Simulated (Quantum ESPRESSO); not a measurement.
# Ru (P6_3/mmc) in Quantum ESPRESSO: convergence with smearing width

Aim: find how far smearing width must go before the results for Ru settle, at PBE. This setting moves, with any that are tied to it; all else stays.

All numbers are computed with Quantum ESPRESSO 7.5; they aren't measurements. Logs are shortened: lines on timing, memory, paths and dates and some standing lists are left out, and cuts for length are marked.

## (1) The structure

Symmetry: P6_3/mmc, No. 194, hexagonal system. Conventional cell: a = 2.706 Å, b = 2.706 Å, c = 4.282 Å, α = 90.00°, β = 90.00°, γ = 120.00°. Around Ru (site symmetry -6m2) lie 12 Ru at 2.65 to 2.71 Å.

## (2) With smearing width 0.5 eV

Input file pw.in:

```
&CONTROL
  calculation = 'scf'
  prefix = 'pwscf'
  outdir = './tmp'
  pseudo_dir = './pseudo'
  tprnfor = .true.
  tstress = .true.
  disk_io = 'nowf'
/
&SYSTEM
  ibrav = 0
  nat = 2
  ntyp = 1
  ecutwfc = 84
  nbnd = 24
  occupations = 'smearing'
  smearing = 'mp'
  degauss = 0.03674932
/
&ELECTRONS
  conv_thr = 4d-10
  electron_maxstep = 120
  mixing_beta = 0.5
/
ATOMIC_SPECIES
Ru   101.0700 Ru.upf
CELL_PARAMETERS angstrom
   2.7058000000    0.0000000000    0.0000000000
  -1.3529000000    2.3432915376    0.0000000000
   0.0000000000    0.0000000000    4.2819000000
ATOMIC_POSITIONS crystal
Ru     0.6666666667    0.3333333333    0.7500000000
Ru     0.3333333333    0.6666666667    0.2500000000
K_POINTS automatic
11 11 6 0 0 0
```

Potentials or basis: Ansatz NC SR PBE.

Command:

```
> OMP_NUM_THREADS=1 pw.x -in pw.in > pw.out
```

Wall time 53 s (1 thread of Intel Xeon at 2.70GHz, shared host); peak memory 0.1 GiB.

What came out:

* Free energy: -5501.1409 eV
* Pressure: 4.3 GPa
* Band gap on the k mesh: none (metal or under the smearing width)

## (3) With smearing width 0.3 eV

Edit pw.in of step 2 so:

```diff
@@ -17,3 +17,3 @@
   smearing = 'mp'
-  degauss = 0.03674932
+  degauss = 0.02204959
 /
```

Potentials or basis: Ansatz NC SR PBE.

Command:

```
> OMP_NUM_THREADS=1 pw.x -in pw.in > pw.out
```

Wall time 50 s (1 thread of Intel Xeon at 2.70GHz, shared host); peak memory 0.1 GiB.

Results:

```yaml
Free_energy: -5501.1391 eV
Pressure: 4.4 GPa
Band_gap_on_the_k_mesh: none (metal or under the smearing width)
```

## (4) With smearing width 0.2 eV

Edit pw.in of step 3 so:

```diff
@@ -17,3 +17,3 @@
   smearing = 'mp'
-  degauss = 0.02204959
+  degauss = 0.01469973
 /
```

Command:

```
> OMP_NUM_THREADS=1 pw.x -in pw.in > pw.out
```

It took 39 s on 1 thread of Intel Xeon at 2.70GHz, shared host; peak memory 0.1 GiB.

What came out:

```
Free energy            : -5501.1375 eV
Pressure               : 4.4 GPa
Band gap on the k mesh : none (metal or under the smearing width)
```

## (5) With smearing width 0.136 eV

Edit pw.in of step 4 so:

```diff
@@ -17,3 +17,3 @@
   smearing = 'mp'
-  degauss = 0.01469973
+  degauss = 0.00999582
 /
```

Command:

```
> OMP_NUM_THREADS=1 pw.x -in pw.in > pw.out
```

It took 47 s on 1 thread of Intel Xeon at 2.70GHz, shared host; peak memory 0.1 GiB.

What came out:

| Item | Value |
| --- | --- |
| Free energy | -5501.1369 eV |
| Pressure | 4.4 GPa |
| Band gap on the k mesh | none (metal or under the smearing width) |

## (6) With smearing width 0.1 eV

Edit pw.in of step 5 so:

```diff
@@ -17,3 +17,3 @@
   smearing = 'mp'
-  degauss = 0.00999582
+  degauss = 0.00734986
 /
```

Potentials or basis: Ansatz NC SR PBE.

Command:

```
> OMP_NUM_THREADS=1 pw.x -in pw.in > pw.out
```

It took 38 s on 1 thread of Intel Xeon at 2.70GHz, shared host; peak memory 0.1 GiB.

The run converged. Its results:

| Property | Result |
| --- | --- |
| Free energy | -5501.1369 eV |
| Pressure | 4.4 GPa |
| Band gap on the k mesh | none (metal or under the smearing width) |

## (7) With smearing width 0.05 eV

Edit pw.in of step 6 so:

```diff
@@ -17,3 +17,3 @@
   smearing = 'mp'
-  degauss = 0.00734986
+  degauss = 0.00367493
 /
```

Command:

```
> OMP_NUM_THREADS=1 pw.x -in pw.in > pw.out
```

It took 39 s on 1 thread of Intel Xeon at 2.70GHz, shared host; peak memory 0.1 GiB.

The run converged. Its results:

```
Free energy            : -5501.1364 eV
Pressure               : 4.4 GPa
Band gap on the k mesh : none (metal or under the smearing width)
```

## (8) With smearing width 0.025 eV

Edit pw.in of step 7 so:

```diff
@@ -17,3 +17,3 @@
   smearing = 'mp'
-  degauss = 0.00367493
+  degauss = 0.00183747
 /
```

Command:

```
> OMP_NUM_THREADS=1 pw.x -in pw.in > pw.out
```

It took 51 s on 1 thread of Intel Xeon at 2.70GHz, shared host; peak memory 0.1 GiB.

The run converged. Its results:

- Free energy: -5501.1358 eV
- Pressure: 4.4 GPa
- Band gap on the k mesh: none (metal or under the smearing width)

## (9) With smearing width 0.01 eV

Edit pw.in of step 8 so:

```diff
@@ -17,3 +17,3 @@
   smearing = 'mp'
-  degauss = 0.00183747
+  degauss = 0.00073499
 /
```

Potentials or basis: Ansatz NC SR PBE.

Command:

```
> OMP_NUM_THREADS=1 pw.x -in pw.in > pw.out
```

pw.out:

```text
[... set-up lines left out ...]
     Self-consistent Calculation

     iteration #  1     ecut=    84.00 Ry     beta= 0.50
     Davidson diagonalization with overlap
     ethr =  1.00E-02,  avg # of iterations =  4.8

     Threshold (ethr) on eigenvalues was too large:
     Diagonalizing with lowered threshold

     Davidson diagonalization with overlap
     ethr =  8.31E-04,  avg # of iterations =  1.2

     total energy              =    -404.26627840 Ry
     estimated scf accuracy    <       0.27132092 Ry

     iteration #  2     ecut=    84.00 Ry     beta= 0.50
     Davidson diagonalization with overlap
     ethr =  8.48E-04,  avg # of iterations =  2.2

     total energy              =    -404.32515514 Ry
     estimated scf accuracy    <       0.00664008 Ry

     iteration #  3     ecut=    84.00 Ry     beta= 0.50
     Davidson diagonalization with overlap
     ethr =  2.08E-05,  avg # of iterations =  5.5

     total energy              =    -404.32592657 Ry
     estimated scf accuracy    <       0.00115184 Ry

     iteration #  4     ecut=    84.00 Ry     beta= 0.50
     Davidson diagonalization with overlap
     ethr =  3.60E-06,  avg # of iterations =  2.5

     total energy              =    -404.32599381 Ry
     estimated scf accuracy    <       0.00001717 Ry

     iteration #  5     ecut=    84.00 Ry     beta= 0.50
     Davidson diagonalization with overlap
     ethr =  5.37E-08,  avg # of iterations =  2.4

     total energy              =    -404.32599947 Ry
     estimated scf accuracy    <       0.00000195 Ry

     iteration #  6     ecut=    84.00 Ry     beta= 0.50
     Davidson diagonalization with overlap
     ethr =  6.10E-09,  avg # of iterations =  2.0

     total energy              =    -404.32599987 Ry
     estimated scf accuracy    <       0.00000035 Ry

     iteration #  7     ecut=    84.00 Ry     beta= 0.50
     Davidson diagonalization with overlap
     ethr =  1.11E-09,  avg # of iterations =  1.0

     total energy              =    -404.32599990 Ry
     estimated scf accuracy    <       0.00000001 Ry

     iteration #  8     ecut=    84.00 Ry     beta= 0.50
     Davidson diagonalization with overlap
     ethr =  3.79E-11,  avg # of iterations =  2.3

     total energy              =    -404.32599990 Ry
     estimated scf accuracy    <          3.8E-09 Ry

     iteration #  9     ecut=    84.00 Ry     beta= 0.50
     Davidson diagonalization with overlap
     ethr =  1.19E-11,  avg # of iterations =  2.2

     total energy              =    -404.32599990 Ry
     estimated scf accuracy    <          3.3E-09 Ry

     iteration # 10     ecut=    84.00 Ry     beta= 0.50
     Davidson diagonalization with overlap
     ethr =  1.02E-11,  avg # of iterations =  1.0

     End of self-consistent calculation

          k = 0.0000 0.0000 0.0000 (  2369 PWs)   bands (ev):

   -49.4455 -49.2409 -19.9354 -19.0002 -19.0002 -18.8298 -18.8298 -18.7888
    15.7129  17.4979  21.1075  21.1075  21.2821  21.7895  21.7895  22.3140
    22.3140  24.8892  24.8892  24.9831  34.0138  38.5062  40.9672  41.6205

          k = 0.0000 0.0000 0.1053 (  2381 PWs)   bands (ev):

   -49.4320 -49.2548 -19.8619 -18.9889 -18.9889 -18.8693 -18.8413 -18.8413
    16.0199  17.5972  20.9562  20.9562  21.1336  21.6153  21.6153  22.7071
    22.7071  24.0280  24.8961  24.8961  35.2874  38.0092  40.8334  42.0425

          k = 0.0000 0.0000 0.2106 (  2406 PWs)   bands (ev):

   -49.3949 -49.2927 -19.6589 -19.0862 -18.9579 -18.9579 -18.8727 -18.8727
    16.8261  17.7882  20.8347  20.8347  20.8441  21.2501  21.2501  22.2400
    23.4854  23.4854  24.7464  24.7464  37.7027  37.8604  39.7120  43.1353

          k = 0.0000 0.0000-0.3160 (  2388 PWs)   bands (ev):

   -49.3440 -49.3440 -19.3760 -19.3760 -18.9154 -18.9154 -18.9154 -18.9154
    17.6386  17.6386  20.9415  20.9415  20.9415  20.9415  20.9867  20.9867
    24.2503  24.2503  24.2503  24.2503  38.0577  38.0577  41.5580  41.5580

          k = 0.0000 0.1050 0.0000 (  2379 PWs)   bands (ev):

   -49.4335 -49.2362 -19.9073 -19.0596 -19.0202 -18.8914 -18.8380 -18.8019
    16.0153  17.7260  20.6464  21.3552  21.6155  21.7273  21.9822  22.0173
    22.1316  23.2629  25.0011  27.0554  33.9662  39.0095  41.3044  42.0318

          k = 0.0000 0.1050 0.1053 (  2385 PWs)   bands (ev):

   -49.4205 -49.2497 -19.8390 -19.0458 -19.0082 -18.9409 -18.8503 -18.8407
    16.3101  17.8369  20.6401  21.1545  21.2223  21.3529  21.8262  22.5403
    22.5990  23.0755  24.9797  26.3380  35.2817  38.5229  41.1909  42.2690

          k = 0.0000 0.1050 0.2106 (  2400 PWs)   bands (ev):

   -49.3848 -49.2861 -19.6505 -19.1250 -19.0066 -18.9750 -18.8967 -18.8839
    17.0920  18.0617  20.6011  20.7509  20.8157  21.0212  21.4567  22.0875
    23.4142  23.5500  24.7679  25.3242  37.8333  38.1957  40.1234  43.0065

          k = 0.0000 0.1050-0.3160 (  2402 PWs)   bands (ev):

   -49.3357 -49.3357 -19.3891 -19.3891 -18.9534 -18.9534 -18.9296 -18.9296
    17.9171  17.9171  20.3477  20.3477  21.1379  21.1379  21.2158  21.2158
    24.2149  24.2149  24.4545  24.4545  38.4312  38.4312  41.6502  41.6502
[... 307 lines left out ...]
          k = 0.2727 0.4724-0.3160 (  2360 PWs)   bands (ev):

   -49.2313 -49.2313 -19.7169 -19.7169 -19.3488 -19.3488 -18.9938 -18.9938
    18.6266  18.6266  19.9262  19.9262  20.9737  20.9737  22.4238  22.4238
    25.2170  25.2170  29.9201  29.9201  35.9467  35.9467  36.2673  36.2673

          k = 0.2727 0.5774 0.0000 (  2388 PWs)   bands (ev):

   -49.2364 -49.2154 -19.6268 -19.4425 -19.4269 -19.3138 -19.2119 -19.1977
    18.1298  19.1249  19.3178  20.1577  20.7010  21.0671  22.5459  24.5573
    24.9582  25.1726  29.9484  30.7013  32.1012  37.0597  38.3654  39.2443

          k = 0.2727 0.5774 0.1053 (  2375 PWs)   bands (ev):

   -49.2349 -49.2168 -19.6356 -19.5304 -19.5035 -19.2475 -19.1918 -19.1066
    18.2798  19.1906  19.2793  19.9016  20.7827  21.1613  22.5006  24.5067
    24.6109  25.0580  30.3466  30.8369  32.6253  36.3284  36.8368  38.5885

          k = 0.2727 0.5774 0.2106 (  2358 PWs)   bands (ev):

   -49.2310 -49.2206 -19.6922 -19.6495 -19.4842 -19.3148 -19.0558 -19.0101
    18.5588  19.1478  19.4357  19.6581  20.8457  21.2125  22.4599  23.3232
    24.7679  25.1227  31.0466  31.2031  33.8920  35.2249  35.4276  37.1611

          k = 0.2727 0.5774-0.3160 (  2358 PWs)   bands (ev):

   -49.2258 -49.2258 -19.7098 -19.7098 -19.4031 -19.4031 -18.9884 -18.9884
    18.8144  18.8144  19.7163  19.7163  20.9799  20.9799  22.6068  22.6068
    24.9868  24.9868  31.4574  31.4574  34.5652  34.5652  35.7331  35.7331

     the Fermi energy is    23.6541 ev

!    total energy              =    -404.32599990 Ry
     estimated scf accuracy    <          1.5E-10 Ry
     smearing contrib. (-TS)   =      -0.00001342 Ry
     internal energy E=F+TS    =    -404.32598648 Ry

     The total energy is F=E-TS. E is the sum of the following terms:
     one-electron contribution =     -64.80124051 Ry
     hartree contribution      =      56.75885070 Ry
     xc contribution           =     -68.29918379 Ry
     ewald contribution        =    -327.98441288 Ry

     convergence has been achieved in  10 iterations

     Forces acting on atoms (cartesian axes, Ry/au):

     atom    1 type  1   force =     0.00000000    0.00000000    0.00000000
     atom    2 type  1   force =     0.00000000    0.00000000    0.00000000

     Total force =     0.000000     Total SCF correction =     0.000000

     Computing stress (Cartesian axis) and pressure

          total   stress  (Ry/bohr**3)                   (kbar)     P=       43.90
   0.00028764  -0.00000000   0.00000000           42.31       -0.00        0.00
  -0.00000000   0.00028764   0.00000000           -0.00       42.31        0.00
  -0.00000000   0.00000000   0.00032001           -0.00        0.00       47.08

=------------------------------------------------------------------------------=
   JOB DONE.
=------------------------------------------------------------------------------=
```

Run time: 59 s. Hardware: 1 thread of Intel Xeon at 2.70GHz, shared host; peak memory 0.1 GiB.

Results:

```
Free energy            : -5501.1355 eV
Pressure               : 4.4 GPa
Band gap on the k mesh : none (metal or under the smearing width)
```

## (10) The series at a glance

```
smearing width  energy less the tightest run, at zero smearing (meV/atom)  pressure (GPa)  SCF cycles  CPU time (s)  peak memory (GiB)
        0.5 eV                                                      -3.17            4.35           8            53                0.1
        0.3 eV                                                      -1.00            4.42           9            50                0.1
        0.2 eV                                                      -0.55            4.41           9            39                0.1
      0.136 eV                                                      -0.67            4.39           9            47                0.1
        0.1 eV                                                      -0.70            4.39           9            38                0.1
       0.05 eV                                                      -0.31            4.40           9            39                0.1
      0.025 eV                                                      -0.10            4.40          10            51                0.1
       0.01 eV                                                       0.00            4.39          10            59                0.1
```

Against the tightest run, the energy stays within 1 meV/atom from 0.3 eV on; the pressure stays within 0.1 GPa from 0.5 eV on. Narrower smearing needs a denser k mesh, so at a fixed mesh the narrowest width isn't the most accurate. The tightest run that finished is the yardstick and may itself not be fully converged.
